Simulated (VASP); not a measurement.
# KI (Fm-3m) in VASP: single point with PBE

Aim: the single point of KI with PBE.

Everything below comes from runs of VASP 6.6.1. Logs are shortened: lines on timing, memory, paths and dates and some standing lists are left out, and cuts for length are marked.

**What was measured.**

From a printed reference work, monograph, for a bulk crystal of KI: band gap 6.32 eV.

The runs below are set against these values where they give the same quantity.

## 1. The cell of the first run

Symmetry: Fm-3m, No. 225, cubic system. Conventional cell: a = 7.176 Å, b = 7.176 Å, c = 7.176 Å, α = 90.00°, β = 90.00°, γ = 90.00°. K (site symmetry m-3m) has 6 I at 3.59 Å within 4.7 Å. Within 4.7 Å of I (site symmetry m-3m) lie 6 K at 3.59 Å.

## 2. Single point, PBE

INCAR

```
PREC = Accurate
ENCUT = 520
EDIFF = 1E-6
ISMEAR = 0
SIGMA = 0.02
LREAL = False
LASPH = True
NELM = 80
ALGO = Normal
ISIF = 2
LWAVE = False
LCHARG = False
GGA = PE
NBANDS = 15
```

KPOINTS

```
regular mesh
0
Gamma
  6 6 6
```

POSCAR

```
KI
1.0
    0.0000000000      3.5881815005      3.5881815005
    3.5881815005      0.0000000000      3.5881815005
    3.5881815005      3.5881815005      0.0000000000
K I
1 1
Direct
    0.0000000000      0.0000000000      0.0000000000
    0.5000000000      0.5000000000      0.5000000000
```

Potentials or basis: VASP PAW PBE potentials, release 64 (K_sv, I).

The run is started by

```
$ cat potpaw_PBE.64/K_sv/POTCAR potpaw_PBE.64/I/POTCAR > POTCAR
$ mpirun -np 1 vasp_std > vasp.out
```

OUTCAR:

```text
PREC = Accurate
   ENCUT = 520
   EDIFF = 1E-6
   ISMEAR = 0
   LREAL = False
   LASPH = True
   NELM = 80
   ISIF = 2
   GGA = PE

 ion  position               nearest neighbor table
   1  0.000  0.000  0.000-   2 3.59   2 3.59   2 3.59   2 3.59   2 3.59   2 3.59
   2  0.500  0.500  0.500-   1 3.59   1 3.59   1 3.59   1 3.59   1 3.59   1 3.59

  LATTYP: Found a face centered cubic cell.
 ALAT       =     7.1763630010

  Lattice vectors:

 A1 = (   0.0000000000,   3.5881815005,   3.5881815005)
 A2 = (   3.5881815005,   0.0000000000,   3.5881815005)
 A3 = (   3.5881815005,   3.5881815005,   0.0000000000)

Analysis of symmetry for initial positions (statically):
=====================================================================
 Subroutine PRICEL returns:
 Original cell was already a primitive cell.

 Routine SETGRP: Setting up the symmetry group for a
 face centered cubic supercell.

 Subroutine GETGRP returns: Found 48 space group operations
 (whereof 48 operations were pure point group operations)
 out of a pool of 48 trial point group operations.

The static configuration has the point symmetry O_h .

Analysis of symmetry for dynamics (positions and initial velocities):
=====================================================================
 Subroutine PRICEL returns:
 Original cell was already a primitive cell.

 Routine SETGRP: Setting up the symmetry group for a
 face centered cubic supercell.

 Subroutine GETGRP returns: Found 48 space group operations
 (whereof 48 operations were pure point group operations)
 out of a pool of 48 trial point group operations.

The dynamic configuration has the point symmetry O_h .

 Subroutine INISYM returns: Found 48 space group operations
 (whereof 48 operations are pure point group operations),
 and found     1 'primitive' translations

----------------------------------------------------------------------------------------

                                     Primitive cell

  volume of cell :      92.3960

  direct lattice vectors                    reciprocal lattice vectors
     0.000000000  3.588181501  3.588181501    -0.139346351  0.139346351  0.139346351
     3.588181501  0.000000000  3.588181501     0.139346351 -0.139346351  0.139346351
     3.588181501  3.588181501  0.000000000     0.139346351  0.139346351 -0.139346351

  length of vectors
     5.074454942  5.074454942  5.074454942     0.241354960  0.241354960  0.241354960

  position of ions in fractional coordinates (direct lattice)
     0.000000000  0.000000000  0.000000000
     0.500000000  0.500000000  0.500000000

  ion indices of the primitive-cell ions
   primitive index   ion index
                 1           1
                 2           2

----------------------------------------------------------------------------------------

 KPOINTS: regular mesh

Automatic generation of k-mesh.
 Grid dimensions read from file:
 generate k-points for:    6    6    6

 Generating k-lattice:

  Cartesian coordinates                     Fractional coordinates (reciprocal lattice)
    -0.023224392  0.023224392  0.023224392     0.166666667  0.000000000  0.000000000
     0.023224392 -0.023224392  0.023224392     0.000000000  0.166666667  0.000000000
     0.023224392  0.023224392 -0.023224392     0.000000000  0.000000000  0.166666667

  Length of vectors
     0.040225827  0.040225827  0.040225827

  Shift w.r.t. Gamma in fractional coordinates (k-lattice)
     0.000000000  0.000000000  0.000000000

 Subroutine IBZKPT returns following result:
 ===========================================

 Found     16 irreducible k-points:

 Following reciprocal coordinates:
            Coordinates               Weight
  0.000000  0.000000  0.000000      1.000000
  0.166667  0.000000  0.000000      8.000000
  0.333333  0.000000  0.000000      8.000000
  0.500000  0.000000  0.000000      4.000000
  0.166667  0.166667  0.000000      6.000000
  0.333333  0.166667  0.000000     24.000000
[... 8 lines left out ...]
 -0.333333  0.333333  0.166667     24.000000
 -0.333333  0.500000  0.166667     12.000000
   k-points           NKPTS =     16   k-points in BZ     NKDIM =     16   number of bands    NBANDS=     15
   number of dos      NEDOS =    301   number of ions     NIONS =      2
   total plane-waves  NPLWV =  64000
   dimension x,y,z NGX =    40 NGY =   40 NGZ =   40
   dimension x,y,z NGXF=    80 NGYF=   80 NGZF=   80
   ions per type =               1   1
   NGX,Y,Z   is equivalent  to a cutoff of  13.10, 13.10, 13.10 a.u.
   NGXF,Y,Z  is equivalent  to a cutoff of  26.21, 26.21, 26.21 a.u.
 SYSTEM =  unknown system
   PREC   = accura    normal or accurate (medium, high low for compatibility)
   ISTART =      0    job   : 0-new  1-cont  2-samecut
   ICHARG =      2    charge: 1-file 2-atom 10-const
   ISPIN  =      1    spin polarized calculation?
   LNONCOLLINEAR =      F non collinear calculations
   LSORBIT =      F    spin-orbit coupling
   LASPH  =      T    aspherical Exc in radial PAW
   ENCUT  =  520.0 eV  38.22 Ry    6.18 a.u.   9.44  9.44  9.44*2*pi/ulx,y,z
   NELM   =     80;   NELMIN=  2; NELMDL= -5     # of ELM steps
   EDIFF  = 0.1E-05   stopping-criterion for ELM
   LREAL  =      F    real-space projection
   EDIFFG = 0.1E-04   stopping-criterion for IOM
   NSW    =      0    number of steps for IOM
   IBRION =     -1    ionic relax: 0-MD 1-quasi-New 2-CG
   NFREE  =      0    steps in history (QN), initial steepest desc. (CG)
   ISIF   =      2    stress and relaxation
   ISYM   =      2    0-nonsym 1-usesym 2-fastsym
   POTIM  = 0.5000    time-step for ionic-motion
   TEBEG  =    0.0;   TEEND  =   0.0 temperature during run
   PSTRESS=    0.0 pullay stress
   NELECT =      16.0000    total number of electrons
   NUPDOWN=      -1.0000    fix difference up-down
   EMIN   =  10.00;   EMAX   =-10.00  energy-range for DOS
   EFERMI =   0.00;   METHOD = LEGACY
   ISMEAR =     0;   SIGMA  =   0.02  broadening in eV -4-tet -1-fermi 0-gaus
   EFERMI_NEDOS =   21; number of points for ismear=-14 and -15
   IALGO  =     38    algorithm
   IMIX   =      4    mixing-type and parameters
     AMIX     =   0.40;   BMIX     =  1.00
     AMIX_MAG =   1.60;   BMIX_MAG =  1.00
  volume/ion in A,a.u.               =      46.20       311.76
  Fermi-wavevector in a.u.,A,eV,Ry     =   0.912495  1.724365 11.328848  0.832647
  Thomas-Fermi vector in A             =   2.036897
   LORBIT       =      0    0 simple, 1 ext, 2 COOP (PROOUT), +10 PAW based schemes
   GGA     = PE    functional components
   LHFCALC =     F    Hartree Fock is set to
   AEXX    =    0.0000 exact exchange contribution
   IVDW    =     0    specifies the selected vdW correction
   LEPSILON=     F    determine dielectric tensor
   LRPA    =     F    only Hartree local field effects (RPA)
 non-spin polarized calculation
 Gauss-broadening in eV      SIGMA  =   0.02
  energy-cutoff  :      520.00
  volume of cell :       92.40
 maximum number of plane-waves:      2511
 NGX is ok and might be reduce to    40
   NGX = 19   NGY = 19   NGZ = 19

 number of electron      16.0000001 magnetization

 Free energy of the ion-electron system (eV)
  ---------------------------------------------------
  ext. energy  EPLUGINS =         0.00000000
  ---------------------------------------------------
  free energy    TOTEN  =        -5.56507528 eV

  energy without entropy =       -5.56507528  energy(sigma->0) =       -5.56507528

 E-fermi :  -0.4784     XC(G=0):  -6.9971

 val. band max:       -0.6498405978   @ k =   0.0000   0.0000   0.0000
 cond. band min:       3.2071483976   @ k =   0.0000   0.0000   0.0000
 fundamental gap:      3.8569889953
 Fermi energy:        -0.4784142915

 k-point     1 :       0.0000    0.0000    0.0000
  band No.  band energies     occupation
      1     -29.2375      2.00000
      2     -12.7194      2.00000
      3     -12.7194      2.00000
      4     -12.7194      2.00000
      5     -11.0853      2.00000
      6      -0.6498      2.00000
      7      -0.6498      2.00000
      8      -0.6498      2.00000
      9       3.2071      0.00000
     10       5.8615      0.00000
     11       5.8615      0.00000
     12       5.8615      0.00000
     13       6.5482      0.00000
     14       6.5482      0.00000
     15       9.0803      0.00000

 k-point     2 :       0.1667    0.0000    0.0000
  band No.  band energies     occupation
      1     -29.2371      2.00000
      2     -12.7493      2.00000
      3     -12.7199      2.00000
      4     -12.7199      2.00000
      5     -11.0281      2.00000
      6      -1.0335      2.00000
      7      -0.7298      2.00000
      8      -0.7298      2.00000
      9       3.8054      0.00000
     10       5.7683      0.00000
     11       6.1393      0.00000
     12       6.1393      0.00000
     13       6.8402      0.00000
     14       6.8402      0.00000
     15       9.9040      0.00000

 k-point     3 :       0.3333    0.0000    0.0000
  band No.  band energies     occupation
      1     -29.2363      2.00000
      2     -12.8044      2.00000
      3     -12.7210      2.00000
      4     -12.7210      2.00000
      5     -10.9170      2.00000
      6      -1.6219      2.00000
      7      -0.8789      2.00000
      8      -0.8789      2.00000
      9       4.6176      0.00000
     10       6.2522      0.00000
     11       6.8060      0.00000
     12       6.8060      0.00000
     13       7.6209      0.00000
     14       7.6209      0.00000
     15       8.8345      0.00000
[... 199 lines left out ...]
 k-point    15 :      -0.3333    0.3333    0.1667
  band No.  band energies     occupation
      1     -29.2356      2.00000
      2     -12.7833      2.00000
      3     -12.7391      2.00000
      4     -12.7313      2.00000
      5     -10.9030      2.00000
      6      -1.5410      2.00000
      7      -1.2374      2.00000
      8      -1.0531      2.00000
      9       5.5689      0.00000
     10       5.9176      0.00000
     11       6.2304      0.00000
     12       7.4636      0.00000
     13       7.9952      0.00000
     14       8.4476      0.00000
     15       9.0760      0.00000

 k-point    16 :      -0.3333    0.5000    0.1667
  band No.  band energies     occupation
      1     -29.2354      2.00000
      2     -12.7514      2.00000
      3     -12.7504      2.00000
      4     -12.7396      2.00000
      5     -10.9277      2.00000
      6      -1.4571      2.00000
      7      -1.1694      2.00000
      8      -1.1467      2.00000
      9       5.0403      0.00000
     10       5.6131      0.00000
     11       6.6702      0.00000
     12       7.5057      0.00000
     13       7.8051      0.00000
     14       8.8703      0.00000
     15       9.2375      0.00000

------------------------ aborting loop because EDIFF is reached ----------------------------------------

  FORCE on cell =-STRESS in cart. coord.  units (eV):
  Direction    XX          YY          ZZ          XY          YZ          ZX
  --------------------------------------------------------------------------------------
  -------------------------------------------------------------------------------------
  Total        0.0311099      0.0311099      0.0311099      0.0000000      0.0000000     -0.0000000
  in kB        0.5394565      0.5394565      0.5394565      0.0000000      0.0000000     -0.0000000
  external PRESSURE =       0.5394565 kB  Pullay stress =       0.0000000 kB

 VOLUME and BASIS-vectors are now :
 -----------------------------------------------------------------------------
  energy-cutoff  :      520.00
  volume of cell :       92.40
      direct lattice vectors                 reciprocal lattice vectors
     0.000000000  3.588181501  3.588181501    -0.139346351  0.139346351  0.139346351
     3.588181501  0.000000000  3.588181501     0.139346351 -0.139346351  0.139346351
     3.588181501  3.588181501  0.000000000     0.139346351  0.139346351 -0.139346351

 POSITION                                       TOTAL-FORCE (eV/Angst)
 -----------------------------------------------------------------------------------
      0.00000      0.00000      0.00000        -0.000000     -0.000000      0.000000
      3.58818      3.58818      3.58818         0.000000      0.000000      0.000000
 -----------------------------------------------------------------------------------
    total drift:                                0.000000     -0.000000     -0.000000

  FREE ENERGIE OF THE ION-ELECTRON SYSTEM (eV)
  ---------------------------------------------------
  free  energy   TOTEN  =        -5.5650752766 eV

  energy  without entropy=       -5.5650752766  energy(sigma->0) =       -5.56507528
```

It took 23 s on 1 thread of AMD EPYC 7R13 (Zen 3), shared host; peak memory 0.21 GiB.

What came out:

```
Free energy            : -5.5651 eV
Pressure               : 0.1 GPa
Band gap on the k mesh : 3.86 eV, direct
```

Caveat: spin-orbit coupling is left out, which moves the levels of the heavy elements.

## 3. How close it comes

Step 2. Against the measured gap of KI, 6.32 eV (a printed reference work, monograph), the calculated 3.86 eV is off by -2.46 eV. Spin-orbit coupling on I is left out. The value is that of PBE, without temperature or zero-point motion. Semilocal functionals fall short of measured gaps as a rule.
